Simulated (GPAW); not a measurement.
# Al (P6/mmm) in GPAW: convergence with density grid spacing (A)

Aim: find how far density grid spacing (A) must go before the results for Al settle, at RPBE. This setting moves, with any that are tied to it; all else stays.

Everything below comes from runs of GPAW 26.7.0. Logs are shortened: lines on timing, memory, paths and dates and some standing lists are left out, and cuts for length are marked. The log counts tension as positive stress, the text compression.

### 1 The crystal as given

It takes space group P6/mmm (No. 191, hexagonal). Conventional cell: a = 4.492 Å, b = 4.492 Å, c = 2.723 Å, α = 90.00°, β = 90.00°, γ = 120.00°. Al (site symmetry -6m2) is surrounded by 5 Al at 2.59 to 2.72 Å.

The cell was built by a generator and needn't be a form met in nature.

### 2 With density grid spacing (A) 0.24

The input, run.py:

```python
from ase.dft.bandgap import bandgap
from ase.io import read, write
from ase.units import GPa
from gpaw import GPAW, PW

atoms = read('Al.xyz')

calc = GPAW(mode=PW(600),
            h=0.24,
            xc='RPBE',
            kpts={'size': (5, 5, 7), 'gamma': True},
            occupations={'name': 'fermi-dirac', 'width': 0.05},
            nbands=10,
            convergence={'density': 1e-05, 'energy': 1e-05},
            maxiter=100,
            txt='gpaw.txt')
atoms.calc = calc
energy = atoms.get_potential_energy()
forces = atoms.get_forces()
stress = atoms.get_stress()
calc.write('gs.gpw')
write('result.traj', atoms)
print(f'Energy: {energy:.6f} eV')
print('Forces (eV/A):')
print(forces.round(4))
print('Stress (GPa):', (stress / GPa).round(3))
print('Fermi level:', round(calc.get_fermi_level(), 4), 'eV')
print(f'Gap: {bandgap(calc)[0]:.4f} eV, direct: {bandgap(calc, direct=True)[0]:.4f} eV')
```

The input, Al.xyz:

```xyz
2
Lattice="4.4916001283 0.0000000000 0.0000000000 -2.2458000642 3.8898398148 0.0000000000 0.0000000000 0.0000000000 2.7226000000" Properties=species:S:1:pos:R:3 pbc="T T T"
Al    -0.0000224580      2.5932395093      0.0000000000
Al     2.2457776059      1.2966262379      0.0000000000
```

Potentials or basis: the program's PAW data sets (release 1.2.1) made for this functional, pw.

Command:

```sh
> OMP_NUM_THREADS=1 python run.py
```

gpaw.txt:

```text
__  _  _
 | _ |_)|_||  |
 |__||  | ||/\| - 26.7.0

Input parameters:
  mode=PW(ecut=600.0),
  convergence={'density': 1e-05, 'energy': 1e-05},
  h=0.24,
  kpts=MonkhorstPack(size=(5, 5, 7), gamma=True),
  maxiter=100,
  nbands=10,
  occupations=Occupations(name='fermi-dirac', width=0.05),
  xc=XC(name='RPBE')

Diagonalizing LCAO Hamiltonian
Converting LCAO to pw mode

        Al  Al

Atoms  # Å, Bohr magnetons
|   | symbol |         x |        y |        z |    initial magnetic moments |
|---|--------|-----------|----------|----------|-----------------------------|
| 0 |     Al | -0.000022 | 2.593240 | 0.000000 | ( 0.0000,  0.0000,  0.0000) |
| 1 |     Al |  2.245778 | 1.296626 | 0.000000 | ( 0.0000,  0.0000,  0.0000) |

Unit cell  # Å
| periodic |         x |        y |        z |  lengths |     angles |
|----------|-----------|----------|----------|----------|------------|
|      yes |  4.491600 | 0.000000 | 0.000000 | 4.491600 |  90.000000 |
|      yes | -2.245800 | 3.889840 | 0.000000 | 4.491600 |  90.000000 |
|      yes |  0.000000 | 0.000000 | 2.722600 | 2.722600 | 120.000000 |

Number of symmetries: 4
Symmetry operations  # r_c * U_cc + t_c -> r_c
|   | kind |            matrix            |
|---|------|------------------------------|
| 0 |  E   |  1, 0, 0,  0, 1, 0,  0, 0, 1 |
| 1 |  σ   |  1, 0, 0,  0, 1, 0,  0, 0,-1 |
| 2 |  σ   |  0,-1, 0, -1, 0, 0,  0, 0, 1 |
| 3 |  C2  |  0,-1, 0, -1, 0, 0,  0, 0,-1 |

BZ-sampling:
  Number of BZ points: 175
  Number of IBZ points: 36

  Monkhorst-Pack size: [5, 5, 7]
  Monkhorst-Pack shift: [0, 0, 0]

K-points  # in reciprocal-cell coordinates
|     |                                coordinates |     weight |
|-----|--------------------------------------------|------------|
|   0 | (  0.00000000,   0.00000000,   0.00000000) | 0.00571429 |
|   1 | (  0.00000000,   0.00000000,   0.14285714) | 0.01142857 |
|   2 | (  0.00000000,   0.00000000,   0.28571429) | 0.01142857 |
|   3 | (  0.00000000,   0.00000000,   0.42857143) | 0.01142857 |
|   4 | (  0.20000000,  -0.20000000,   0.00000000) | 0.01142857 |
|   5 | (  0.20000000,  -0.20000000,   0.14285714) | 0.02285714 |
|   6 | (  0.20000000,  -0.20000000,   0.28571429) | 0.02285714 |
|   7 | (  0.20000000,  -0.20000000,   0.42857143) | 0.02285714 |
|   8 | (  0.20000000,   0.00000000,   0.00000000) | 0.02285714 |
|   9 | (  0.20000000,   0.00000000,   0.14285714) | 0.04571429 |
| ... |                                            |            |
|  35 | (  0.40000000,   0.40000000,   0.42857143) | 0.02285714 |

Plane wave coefficients: 1601
Cutoff: 600.0 eV

Spin-components: 1 (collinear spins)
Bands:           10
Projectors:      10
Spin-degeneracy: 2
Datatype:        complex128

Parallelization:
  kpt:    1
  domain: 1
  band:   1

Density:
  Valence electrons: 6.0
  Components: 1
  Grid points: [20 20 12]
  Charge: 0.0  # |e|

Potential:
  Grid points: [20 20 12]

species:
  Al:
    name:    Aluminium
    Z:       13.0
    valence: 3
    core:    10
    charge:  0.0  # [|e|]
    compensation charges:
      type: gauss
      rc: 0.34  # [Å]
      lmax: 2
    cutoffs:
      filter: 1.91  # [Å]
      core: 2.36  # [Å]
    projectors
    | kind |    occ | energy [eV] | rcut [Å] |
    |------|--------|-------------|----------|
    |   3s |  2.000 |      -7.732 |    1.085 |
    |   3p |  1.000 |      -2.717 |    1.085 |
    |    s |        |      19.479 |    1.085 |
    |    p |        |      24.495 |    1.085 |
    |    d |        |       0.000 |    1.085 |

    Using partial waves for Al as LCAO basis

Reference energy: -13213.247355  # eV

eigensolver:
  PPCG
  Converge bands: occupied
  niter=2

density mixing:
  MSR1-Mixer
  Pratt-step length: 0.05
  Maximum mixing coefficient: 0.75
  Old densities: 10
  SVD Regularization: 0.005
  Good broyden scale: 1.0
  Trust region scale: 1.0
  Backstep threshold: 4.0
  History deletion threshold: 6.0
  Fourier metric: weight=20.0, sigma=0.015

occupation numbers:
  Fermi-Dirac:
    width: 0.0500  # eV

poisson solver:
  ecut: 4800.0  # eV

xc functional:
  name: RPBE with 2 nearest neighbor stencil

convergence criteria:
- Maximum integral of absolute [dens]ity change: 1e-05 electrons / valence electron
- Maximum [total energy] change in last 3 cyles: 1e-05 eV / valence electron
- Maximum integral of absolute [eigenst]ate change: 4e-08 eV^2 / valence electron
maximum number of iterations: 100

SCF iterations
|iter     | |      energy | eigst |  dens |
|---------|-|-------------|-------|-------|
|iter:   1| |   -5.935124 | -0.34 |       |
|iter:   2| |   -5.941685 | -2.40 | -0.92 |
|iter:   3| |   -5.969364 | -2.68 | -0.94 |
|iter:   4| |   -5.969505 | -3.38 | -1.47 |
|iter:   5| |   -5.969664 | -5.20 | -2.40 |
|iter:   6| |   -5.969679 | -6.28 | -3.11 |
|iter:   7| |   -5.969680c| -6.68 | -3.45 |
|iter:   8| |   -5.969679c| -8.60c| -4.38 |
|iter:   9| |   -5.969679c| -7.94c| -4.81 |
|iter:  10| |   -5.969679c| -8.46c| -5.27c|

Converged in 10 steps
Energy contributions relative to reference atoms: (reference = -13213.247355)

Energy contributions:
  Kinetic:          10.718408
  Coulomb:          -7.800829
  Zero:             -0.007882
  External:          0.000000
  Xc:               -8.873221
  Entropy:          -0.012310
  Spinorbit:         0.000000
  ----------------------------
  Free energy:      -5.975834
  Extrapolated:     -5.969679

dipole moment: (-0.000096, 0.000053, -9.333790)  # |e|*Ang

Fermi level: 3.804
Eigenvalues  # (at kpt = [0.000, 0.000, 0.000])
| band index |      eig [eV] | occ [0-2] |
|------------|---------------|-----------|
|          0 |        -5.227 |     2.000 |
|          1 |         2.828 |     2.000 |
|          2 |         2.828 |     2.000 |
|          3 |         3.369 |     2.000 |
|          4 |         5.924 |     0.000 |
|          5 |         5.924 |     0.000 |
|          6 |         9.377 |     0.000 |
|          7 |        13.346 |     0.000 |
|          8 |        13.887 |     0.000 |
|          9 |        20.037 |     0.000 |

No gap
No difference between direct/indirect transitions

Forces  # eV/Ang
|        x |        y |       z |
|----------|----------|---------|
| -0.00000 |  0.00000 | 0.00000 |  # Al   0
|  0.00000 | -0.00000 | 0.00000 |  # Al   1

Stress tensor  # eV/Ang^3
|         x |         y |         z |
|-----------|-----------|-----------|
| -0.024698 |  0.000000 |  0.000000 |
|  0.000000 | -0.024698 |  0.000000 |
|  0.000000 |  0.000000 | -0.007024 |

# Writing to gs.gpw (mode='')
```

Run time: 5.5 s. Hardware: 1 thread of Arm Neoverse V2, shared host; peak memory 0.14 GiB.

Results:

| Property | Result |
| --- | --- |
| Free energy | -5.9758 eV |
| Pressure | 3.0 GPa |
| Band gap on the k mesh | none (metal or under the smearing width) |

### 3 With density grid spacing (A) 0.2

run.py, as its differences from that of step 2:

```diff
@@ -8,3 +8,3 @@
 calc = GPAW(mode=PW(600),
-            h=0.24,
+            h=0.2,
             xc='RPBE',
```

Al.xyz is that of step 2.

Potentials or basis: the program's PAW data sets (release 1.2.1) made for this functional, pw.

Command:

```sh
> OMP_NUM_THREADS=1 python run.py
```

Wall time 7.2 s (1 thread of Arm Neoverse V2, shared host); peak memory 0.14 GiB.

Results:

```yaml
Free_energy: -5.9760 eV
Pressure: 3.0 GPa
Band_gap_on_the_k_mesh: none (metal or under the smearing width)
```

### 4 With density grid spacing (A) 0.17

run.py, as its differences from that of step 3:

```diff
@@ -8,3 +8,3 @@
 calc = GPAW(mode=PW(600),
-            h=0.2,
+            h=0.17,
             xc='RPBE',
```

Al.xyz is that of step 3.

Command:

```sh
> OMP_NUM_THREADS=1 python run.py
```

Wall time 10 s (1 thread of Arm Neoverse V2, shared host); peak memory 0.15 GiB.

Results:

```yaml
Free_energy: -5.9760 eV
Pressure: 3.0 GPa
Band_gap_on_the_k_mesh: none (metal or under the smearing width)
```

### 5 With density grid spacing (A) 0.15

run.py, as its differences from that of step 4:

```diff
@@ -8,3 +8,3 @@
 calc = GPAW(mode=PW(600),
-            h=0.17,
+            h=0.15,
             xc='RPBE',
```

Al.xyz is that of step 4.

Command:

```sh
> OMP_NUM_THREADS=1 python run.py
```

It took 12 s on 1 thread of Arm Neoverse V2, shared host; peak memory 0.15 GiB.

It converged, with:

```
Free energy            : -5.9760 eV
Pressure               : 3.0 GPa
Band gap on the k mesh : none (metal or under the smearing width)
```

### 6 With density grid spacing (A) 0.13

run.py, as its differences from that of step 5:

```diff
@@ -8,3 +8,3 @@
 calc = GPAW(mode=PW(600),
-            h=0.15,
+            h=0.13,
             xc='RPBE',
```

Al.xyz is that of step 5.

Potentials or basis: the program's PAW data sets (release 1.2.1) made for this functional, pw.

Command:

```sh
> OMP_NUM_THREADS=1 python run.py
```

It took 17 s on 1 thread of Arm Neoverse V2, shared host; peak memory 0.16 GiB.

Results (log left out):

- Free energy: -5.9760 eV
- Pressure: 3.0 GPa
- Band gap on the k mesh: none (metal or under the smearing width)

### 7 With density grid spacing (A) 0.11

run.py, as its differences from that of step 6:

```diff
@@ -8,3 +8,3 @@
 calc = GPAW(mode=PW(600),
-            h=0.13,
+            h=0.11,
             xc='RPBE',
```

Al.xyz is that of step 6.

Command:

```sh
> OMP_NUM_THREADS=1 python run.py
```

It took 25 s on 1 thread of Arm Neoverse V2, shared host; peak memory 0.19 GiB.

It converged, with:

* Free energy: -5.9760 eV
* Pressure: 3.0 GPa
* Band gap on the k mesh: none (metal or under the smearing width)

### 8 With density grid spacing (A) 0.09

run.py, as its differences from that of step 7:

```diff
@@ -8,3 +8,3 @@
 calc = GPAW(mode=PW(600),
-            h=0.11,
+            h=0.09,
             xc='RPBE',
```

Al.xyz is that of step 7.

Command:

```sh
> OMP_NUM_THREADS=1 python run.py
```

Run time: 40 s. Hardware: 1 thread of Arm Neoverse V2, shared host; peak memory 0.24 GiB.

Results (log left out):

```
Free energy            : -5.9760 eV
Pressure               : 3.0 GPa
Band gap on the k mesh : none (metal or under the smearing width)
```

### 9 Result

| density grid spacing (A) | energy less the tightest run, at zero smearing (meV/atom) | SCF cycles | CPU time (s) | peak memory (GiB) |
| --- | --- | --- | --- | --- |
| 0.24 | 0.08 | 10 | 5.4 | 0.14 |
| 0.2 | -0.01 | 10 | 7.2 | 0.14 |
| 0.17 | 0.00 | 10 | 10 | 0.15 |
| 0.15 | 0.00 | 10 | 12 | 0.15 |
| 0.13 | 0.00 | 10 | 17 | 0.16 |
| 0.11 | 0.00 | 10 | 25 | 0.19 |
| 0.09 | 0.00 | 10 | 40 | 0.24 |

Against the tightest run, the energy stays within 1 meV/atom from 0.24 on. The tightest run that finished is the yardstick and may itself not be fully converged.
